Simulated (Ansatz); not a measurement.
## Equation of state of lithium, dhcp

These are results of DFT, PBE, plane waves (420 eV) with PAW, scalar-relativistic (Ansatz 0.2.0), not measurements.

The cell is scaled uniformly from the relaxed one, with fractional coordinates and shape fixed. Energies are extrapolated to zero smearing, pressures are those at the given smearing. Magnetic state: spin not included.

| V (Å³/atom) | E − E₀ (meV/atom) | P (GPa) |
| --- | --- | --- |
| 17.776 | 15.2 | 2.22 |
| 18.584 | 6.4 | 1.36 |
| 19.392 | 1.5 | 0.63 |
| 20.200 | 0.0 | 0.03 |
| 21.009 | 1.3 | -0.48 |
| 21.817 | 5.0 | -0.91 |
| 22.625 | 10.6 | -1.28 |

Problem. Fit a third-order Birch-Murnaghan equation.

Solution. V₀ = 20.21 Å³/atom, B₀ = 13.9 GPa, B₀′ = 3.3.
